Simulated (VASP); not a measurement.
# AgCl (Chlorargyrite) (Fm-3m) in VASP: a series of runs

The runs below take AgCl (Chlorargyrite) through elastic constants, band structure, with PBE.

Program: VASP 6.6.1. These are calculated values, not measurements. Logs are shortened: lines on timing, memory, paths and dates and some standing lists are left out, and cuts for length are marked.

**Measured values to compare with.**

A printed reference work, data compilation reports, for a bulk crystal of AgCl: band gap 3.249 eV (indirect).

The runs below are set against these values where they give the same quantity.

## 1. The structure

The structure is cubic, space group Fm-3m (No. 225). The conventional cell has a = 5.606 Å, b = 5.606 Å, c = 5.606 Å, α = 90.00°, β = 90.00°, γ = 90.00°. Ag (site symmetry m-3m) has 6 Cl at 2.80 Å as nearest neighbours. Cl (site symmetry m-3m) is surrounded by 6 Ag at 2.80 Å.

## 2. Elastic constants, PBE

File POSCAR:

```
AgCl
1.0
    0.0000000000      2.8032189112      2.8032189112
    2.8032189112      0.0000000000      2.8032189112
    2.8032189112      2.8032189112      0.0000000000
  Ag              Cl
     1     1
Direct
     0.0000000000000000    0.0000000000000000    0.0000000000000000
     0.5000000000000000    0.5000000000000000    0.5000000000000000
```

File INCAR.step1:

```
SYSTEM = AgCl
PREC     = Accurate       ! precision mode
ENCUT    = 600            ! plane-wave cutoff, eV
EDIFF    = 1E-8           ! SCF threshold, eV
ISMEAR   = 0              ! smearing method
SIGMA    = 0.03           ! smearing width, eV
LREAL    = .FALSE.        ! projectors in reciprocal space
LASPH    = .TRUE.         ! aspherical terms in the spheres
NELM     = 80             ! most SCF steps
ALGO     = Fast           ! electronic algorithm
ISIF     = 3              ! what is computed and relaxed
LWAVE    = .FALSE.        ! write WAVECAR
LCHARG   = .FALSE.        ! write CHGCAR
GGA      = PE             ! functional
IBRION   = 2              ! ionic algorithm
NSW      = 40             ! ionic steps
EDIFFG   = -0.002         ! ionic threshold
```

File INCAR.step2:

```
SYSTEM = AgCl
PREC     = Accurate       ! precision mode
ENCUT    = 600            ! plane-wave cutoff, eV
EDIFF    = 1E-8           ! SCF threshold, eV
ISMEAR   = 0              ! smearing method
SIGMA    = 0.03           ! smearing width, eV
LREAL    = .FALSE.        ! projectors in reciprocal space
LASPH    = .TRUE.         ! aspherical terms in the spheres
NELM     = 80             ! most SCF steps
ALGO     = Fast           ! electronic algorithm
ISIF     = 3              ! what is computed and relaxed
LWAVE    = .FALSE.        ! write WAVECAR
LCHARG   = .FALSE.        ! write CHGCAR
GGA      = PE             ! functional
IBRION   = 6              ! ionic algorithm
NFREE    = 2            
POTIM    = 0.015          ! step
NSW      = 1              ! ionic steps
```

File KPOINTS:

```
Automatic mesh
0
G
  8 8 8
  0 0 0
```

Potentials or basis: VASP PAW PBE potentials, release 64 (Ag, Cl).

On the command line:

```sh
cat potpaw_PBE.64/Ag/POTCAR potpaw_PBE.64/Cl/POTCAR > POTCAR
cp INCAR.step1 INCAR
mpirun -np 1 vasp_std > vasp.out
cp CONTCAR POSCAR
cp INCAR.step2 INCAR
mpirun -np 1 vasp_std > vasp.out
```

OUTCAR:

```text
SYSTEM = AgCl
   PREC = Accurate
   ENCUT = 600
   EDIFF = 1E-8
   ISMEAR = 0
   LREAL = .FALSE.
   LASPH = .TRUE.
   NELM = 80
   ISIF = 3
   GGA = PE
   IBRION = 6
   NFREE = 2
   POTIM = 0.015
   NSW = 1

 ion  position               nearest neighbor table
   1  0.000  0.000  0.000-   2 2.80   2 2.80   2 2.80   2 2.80   2 2.80   2 2.80
   2  0.500  0.500  0.500-   1 2.80   1 2.80   1 2.80   1 2.80   1 2.80   1 2.80

  LATTYP: Found a face centered cubic cell.
 ALAT       =     5.6073440093

  Lattice vectors:

 A1 = (   0.0000000000,   2.8036720046,   2.8036720046)
 A2 = (   2.8036720046,   0.0000000000,   2.8036720046)
 A3 = (   2.8036720046,   2.8036720046,   0.0000000000)

Analysis of symmetry for initial positions (statically):
=====================================================================
 Subroutine PRICEL returns:
 Original cell was already a primitive cell.

 Routine SETGRP: Setting up the symmetry group for a
 face centered cubic supercell.

 Subroutine GETGRP returns: Found 48 space group operations
 (whereof 48 operations were pure point group operations)
 out of a pool of 48 trial point group operations.

The static configuration has the point symmetry O_h .

Analysis of symmetry for dynamics (positions and initial velocities):
=====================================================================
 Subroutine PRICEL returns:
 Original cell was already a primitive cell.

 Routine SETGRP: Setting up the symmetry group for a
 face centered cubic supercell.

 Subroutine GETGRP returns: Found 48 space group operations
 (whereof 48 operations were pure point group operations)
 out of a pool of 48 trial point group operations.

The dynamic configuration has the point symmetry O_h .

 Subroutine INISYM returns: Found 48 space group operations
 (whereof 48 operations are pure point group operations),
 and found     1 'primitive' translations

----------------------------------------------------------------------------------------

                                     Primitive cell

  volume of cell :      44.0770

  direct lattice vectors                    reciprocal lattice vectors
     0.000000000  2.803672005  2.803672005    -0.178337551  0.178337551  0.178337551
     2.803672005  0.000000000  2.803672005     0.178337551 -0.178337551  0.178337551
     2.803672005  2.803672005  0.000000000     0.178337551  0.178337551 -0.178337551

  length of vectors
     3.964990973  3.964990973  3.964990973     0.308889700  0.308889700  0.308889700

  position of ions in fractional coordinates (direct lattice)
     0.000000000  0.000000000  0.000000000
     0.500000000  0.500000000  0.500000000

  ion indices of the primitive-cell ions
   primitive index   ion index
                 1           1
                 2           2

----------------------------------------------------------------------------------------

 KPOINTS: Automatic mesh

Automatic generation of k-mesh.
 Grid dimensions read from file:
 generate k-points for:    8    8    8

 Generating k-lattice:
[... 109 lines left out ...]
  ext. energy  EPLUGINS =         0.00000000
  ---------------------------------------------------
  free energy    TOTEN  =        -5.40126148 eV

  energy without entropy =       -5.40126148  energy(sigma->0) =       -5.40126148

------------------------ aborting loop because EDIFF is reached ----------------------------------------

  FORCE on cell =-STRESS in cart. coord.  units (eV):
  Direction    XX          YY          ZZ          XY          YZ          ZX
  --------------------------------------------------------------------------------------
  -------------------------------------------------------------------------------------
  Total        0.0010684      0.0010684      0.0010684      0.0000000      0.0000000     -0.0000000
  in kB        0.0388346      0.0388346      0.0388346      0.0000000      0.0000000     -0.0000000
  external PRESSURE =       0.0388346 kB  Pullay stress =       0.0000000 kB
[... 89 lines left out ...]
  FREE ENERGIE OF THE ION-ELECTRON SYSTEM (eV)
  ---------------------------------------------------
  free  energy   TOTEN  =        -5.3995155126 eV

  energy  without entropy=       -5.3995155126  energy(sigma->0) =       -5.39951551

[... ionic steps 4 to 14 ...]

--------------------------------------- Ionic step       15  -------------------------------------------

 number of electron      18.0000002 magnetization

------------------------ aborting loop because EDIFF is reached ----------------------------------------
[... 67 lines left out ...]
--------------------------------------- Ionic step       17  -------------------------------------------

 number of electron      18.0000003 magnetization

 Free energy of the ion-electron system (eV)
  ---------------------------------------------------
  ext. energy  EPLUGINS =         0.00000000
  ---------------------------------------------------
  free energy    TOTEN  =        -5.40116763 eV

  energy without entropy =       -5.40116763  energy(sigma->0) =       -5.40116763

 E-fermi :   3.5543     XC(G=0):  -9.7936

 val. band max:        3.4072653555   @ k =   0.5000   0.0000   0.0000
 cond. band min:       4.3274604064   @ k =   0.0000   0.0000   0.0000
 fundamental gap:      0.9201950509
 Fermi energy:         3.5543003622

 k-point     1 :       0.0000    0.0000    0.0000
  band No.  band energies     occupation
      1     -11.5243      2.00000
      2       1.0887      2.00000
      3       1.0887      2.00000
      4       1.0956      2.00000
      5       1.1087      2.00000
      6       1.1349      2.00000
      7       1.2265      2.00000
      8       1.2265      2.00000
      9       1.2457      2.00000
     10       4.3275      0.00000
     11      14.2750      0.00000
     12      14.2750      0.00000
     13      14.2753      0.00000
[... 354 lines left out ...]
  band No.  band energies     occupation
      1     -11.1010      2.00000
      2      -1.1624      2.00000
      3      -0.4628      2.00000
      4      -0.4252      2.00000
      5       1.3718      2.00000
      6       1.4351      2.00000
      7       1.6717      2.00000
      8       2.4694      2.00000
      9       2.9563      2.00000
     10       8.3228      0.00000
     11       9.1304      0.00000
     12      11.4853      0.00000
     13      11.9450      0.00000

 [... further k-points ...]
[... 5 lines left out ...]
  --------------------------------------------------------------------------------------
  -------------------------------------------------------------------------------------
  Total        0.0016426     -0.0008029     -0.0008029      0.0000000      0.0000000      0.0000000
  in kB        0.0597092     -0.0291864     -0.0291864      0.0000000      0.0000000      0.0000000
  external PRESSURE =       0.0004455 kB  Pullay stress =       0.0000000 kB
[... 17 lines left out ...]
  FREE ENERGIE OF THE ION-ELECTRON SYSTEM (eV)
  ---------------------------------------------------
  free  energy   TOTEN  =        -5.4011676303 eV

  energy  without entropy=       -5.4011676303  energy(sigma->0) =       -5.40116763

 INTERNAL STRAIN TENSORS FROM STRAINED CELLS
 ============================================

 INTERNAL STRAIN TENSOR FOR ION    1 for displacements in x,y,z  (eV/Angst):
          X           Y           Z          XY          YZ          ZX
  --------------------------------------------------------------------------------
  x     0.00000    -0.00000     0.00000     0.00000     0.00000     0.00000
  y     0.00000    -0.00000    -0.00000     0.00000     0.00000    -0.00000
  z    -0.00000    -0.00000     0.00000     0.00000    -0.00000     0.00000

 INTERNAL STRAIN TENSORS FROM DISPLACED ATOMS
 ============================================

 INTERNAL STRAIN TENSOR FOR ION    1 for displacements in x,y,z  (eV/Angst):
          X           Y           Z          XY          YZ          ZX
  --------------------------------------------------------------------------------
  x     0.00000     0.00000     0.00000     0.00000     0.00000     0.00000
  y     0.00000     0.00000     0.00000     0.00000     0.00000     0.00000
  z     0.00000     0.00000     0.00000     0.00000     0.00000     0.00000

 INTERNAL STRAIN TENSOR FOR ION    2 for displacements in x,y,z  (eV/Angst):
          X           Y           Z          XY          YZ          ZX
  --------------------------------------------------------------------------------
  x     0.00000     0.00000     0.00000     0.00000     0.00000     0.00000
  y     0.00000     0.00000     0.00000     0.00000     0.00000     0.00000
  z     0.00000     0.00000     0.00000     0.00000     0.00000     0.00000

 Eigenvectors and eigenvalues of the dynamical matrix
 ----------------------------------------------------

   1 f  =    2.770357 THz    17.406664 2PiTHz   92.409150 cm-1    11.457269 meV
             X         Y         Z           dx          dy          dz
      0.000000  0.000000  0.000000    -0.203394   -0.455843   -0.000000
      2.803672  2.803672  2.803672     0.353079    0.791311   -0.000000
[... 21 lines left out ...]
   6 f/i=    0.005753 THz     0.036146 2PiTHz    0.191891 cm-1     0.023791 meV
             X         Y         Z           dx          dy          dz
      0.000000  0.000000  0.000000    -0.150610   -0.405839   -0.750633
      2.803672  2.803672  2.803672    -0.086760   -0.233788   -0.432409

--------------------------------------------------------------------------------------------------------

 ELASTIC MODULI CONTR FROM IONIC RELAXATION (kBar)
 Direction    XX          YY          ZZ          XY          YZ          ZX
 --------------------------------------------------------------------------------
 XX           0.0000      0.0000      0.0000      0.0000      0.0000      0.0000
 YY           0.0000      0.0000      0.0000      0.0000      0.0000      0.0000
 ZZ           0.0000      0.0000      0.0000      0.0000      0.0000      0.0000
 XY           0.0000      0.0000      0.0000      0.0000      0.0000      0.0000
 YZ           0.0000      0.0000      0.0000      0.0000      0.0000      0.0000
 ZX           0.0000      0.0000      0.0000      0.0000      0.0000      0.0000
 --------------------------------------------------------------------------------

 TOTAL ELASTIC MODULI (kBar)
 Direction    XX          YY          ZZ          XY          YZ          ZX
 --------------------------------------------------------------------------------
 XX         532.5403    372.3906    372.3906      0.0000      0.0000      0.0000
 YY         372.3906    532.5403    372.3906      0.0000      0.0000      0.0000
 ZZ         372.3906    372.3906    532.5403      0.0000      0.0000      0.0000
 XY           0.0000      0.0000      0.0000     65.0285      0.0000      0.0000
 YZ           0.0000      0.0000      0.0000      0.0000     65.0285      0.0000
 ZX           0.0000      0.0000      0.0000      0.0000      0.0000     65.0285
 --------------------------------------------------------------------------------
```

It took 7.8 min on 1 thread of Intel Xeon Platinum 8488C (Sapphire Rapids), shared host; peak memory 0.34 GiB.

What came out:

```yaml
Elastic_constants_C11_C12_C44: 53, 37, 7 GPa
Voigt_bulk_modulus: 43 GPa
Highest_phonon_frequency_at_Γ_LO-TO_splitting_left_out: 92 cm⁻¹
```

Phonon frequencies in cm⁻¹ (negative: imaginary):
| q point | frequencies |
| --- | --- |
| (0.000, 0.000, 0.000) | 0 0 0 92 92 92 |

Elastic tensor in Voigt notation (GPa, in the Cartesian axes of the cell as first typed):
```
53 37 37  0  0  0
37 53 37  0  0  0
37 37 53  0  0  0
 0  0  0  7  0  0
 0  0  0  0  7  0
 0  0  0  0  0  7
```

Clamped-ion elastic tensor (GPa):
```
53 37 37  0  0  0
37 53 37  0  0  0
37 37 53  0  0  0
 0  0  0  7  0  0
 0  0  0  0  7  0
 0  0  0  0  0  7
```

## 3. Band structure, PBE

This run uses another cell than the first one, of 20.18 Å³/atom, 0.916 times its volume.

File INCAR:

```
SYSTEM = AgCl
  ALGO = Fast
  EDIFF = 1E-6
  ENCUT = 520
  GGA = PE
  ISIF = 2
  ISMEAR = 0
  LASPH = .TRUE.
  LCHARG = .FALSE.
  LMAXMIX = 4
  LREAL = .FALSE.
  LWAVE = .FALSE.
  NBANDS = 16
  NELM = 80
  PREC = Accurate
  SIGMA = 0.03
```

File KPOINTS:

```
k-points
0
G
  8 8 8
  0 0 0
```

File POSCAR:

```
AgCl                                    
1.0
    0.0000000000      2.7224909976      2.7224909976
    2.7224909976      0.0000000000      2.7224909976
    2.7224909976      2.7224909976      0.0000000000
  Ag              Cl            
     1     1
Direct
     0.0000000000000000    0.0000000000000000    0.0000000000000000
     0.5000000000000000    0.5000000000000000    0.5000000000000000
```

File KPOINTS_OPT:

```
explicit points
302
Reciprocal
 0.0000000000  0.0000000000  0.0000000000 1
 0.0263157895  0.0000000000  0.0263157895 1
 0.0526315789  0.0000000000  0.0526315789 1
 0.0789473684  0.0000000000  0.0789473684 1
 0.1052631579  0.0000000000  0.1052631579 1
 0.1315789474  0.0000000000  0.1315789474 1
[... 294 lines left out ...]
 0.4892271500  0.0107728500  0.5000000000 1
 0.5107728500 -0.0107728500  0.5000000000 1
```

Potentials or basis: VASP PAW PBE potentials, release 64 (Ag, Cl).

On the command line:

```sh
cat potpaw_PBE.64/Ag/POTCAR potpaw_PBE.64/Cl/POTCAR > POTCAR
mpirun -np 1 vasp_std > vasp.out
```

It took 71 s on 1 thread of AMD EPYC 9R45 (Zen 5), shared host; peak memory 0.15 GiB.

Results (log left out):

```
Free energy             : -5.3507 eV
Pressure                : 4.6 GPa
Band gap on the k mesh  : 0.90 eV, indirect (least direct gap 3.37 eV)
Band gap along the path : 0.90 eV, indirect (least direct gap 3.18 eV)
```

Levels at the corners of the path, in eV from the valence-band top:
```
point  band 7  band 8  band 9  band 10  band 11  band 12
    Γ   -2.56   -2.56   -2.56     0.90    10.83    10.83
    X   -2.12   -2.12   -1.99     2.29     7.94     8.82
    X   -2.12   -2.12   -1.99     2.29     7.94     8.82
    W   -2.12   -2.10   -1.31     4.28     7.90     7.90
    W   -2.12   -2.10   -1.31     4.28     7.90     7.90
    K   -2.00   -1.78   -1.16     3.60     7.26     8.21
    K   -2.00   -1.78   -1.16     3.60     7.26     8.21
    Γ   -2.56   -2.56   -2.56     0.90    10.83    10.83
    Γ   -2.56   -2.56   -2.56     0.90    10.83    10.83
    L   -1.91    0.00    0.00     4.09     6.85     7.56
    L   -1.91    0.00    0.00     4.09     6.85     7.56
    U   -2.00   -1.78   -1.16     3.60     7.26     8.21
    U   -2.00   -1.78   -1.16     3.60     7.26     8.21
    W   -2.12   -2.10   -1.31     4.28     7.90     7.90
    W   -2.12   -2.10   -1.31     4.28     7.90     7.90
    L   -1.91    0.00    0.00     4.09     6.85     7.56
    L   -1.91    0.00    0.00     4.09     6.85     7.56
    K   -2.00   -1.78   -1.16     3.60     7.26     8.21
    U   -2.00   -1.78   -1.16     3.60     7.26     8.21
    X   -2.12   -2.12   -1.99     2.29     7.94     8.82
```

## 4. Comparison with measurements

Step 3. Against the measured gap of AgCl, 3.249 eV (indirect; a printed reference work, data compilation), the calculated 0.90 eV is off by -2.35 eV. So large a miss can be the level of theory's own, or it may mean another phase, state or a wrong row. Spin-orbit coupling on Ag is left out. The value is that of PBE, without temperature or zero-point motion. Semilocal functionals fall short of measured gaps as a rule.
